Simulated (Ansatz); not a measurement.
Crystal: Cu.

```
Cu
1.0
     1.21846   -3.97638    0.00000
     1.21846    3.97638    0.00000
     0.00000    0.00000    2.47550
Cu
2
Direct
  0.86613 0.13387 0.75000
  0.13387 0.86613 0.25000
```

This isn't the form of Cu at room conditions, which is fcc.

```yaml
Program: Ansatz 0.2.0
Task: relaxation of cell and atoms
Functional: B3LYP
Potentials_or_basis: Ansatz PAW
Cutoff: "420 eV (not typed: the program's choice for these potentials)"
k_mesh: 6 × 6 × 6
Occupations: fermi-dirac, width 0.05 eV
Spin: no spin polarisation
```

At the start: volume 11.99 Å³/atom.

Question: How do energy, volume and symmetry change on relaxing?

Answer: It ends after 8 steps and the volume is 13.15 Å³/atom (+9.7 %); space group Cmcm (No. 63, to 0.05 Å).

The path:
| step | energy change (eV) | largest force (eV/Å) | volume (Å³) |
| --- | --- | --- | --- |
| 1 | 0.0000 | 0.0966 | 23.99 |
| 2 | -0.0567 | 0.0576 | 24.95 |
| 3 | -0.0822 | 0.0110 | 26.09 |
| 4 | -0.0828 | 0.0010 | 26.33 |
| 5 | -0.0828 | 0.0001 | 26.33 |
| 6 | -0.0846 | 0.0002 | 26.33 |
| 7 | -0.0846 | 0.0002 | 26.31 |
| 8 | -0.0846 | 0.0002 | 26.31 |

Final structure:
```yaml
crystal:
  lattice:
    - [1.24349, -4.13762, 0.00000]
    - [1.24349, 4.13762, 0.00000]
    - [0.00000, 0.00000, 2.55670]
  atoms:
    - { symbol: Cu, position: [0.86655, 0.13345, 0.75000] }
    - { symbol: Cu, position: [0.13345, 0.86655, 0.25000] }
```

Caveat: the k mesh is coarse (spacing up to 0.45 Å⁻¹), so the values aren't converged, least of all with exact exchange; the plane-wave basis is chosen anew once the cell has moved, so the energies of steps on either side of that aren't comparable; the PAW data sets come from PBE, with cores solved anew for the run's functional, which leaves a small shift of forces and pressure.
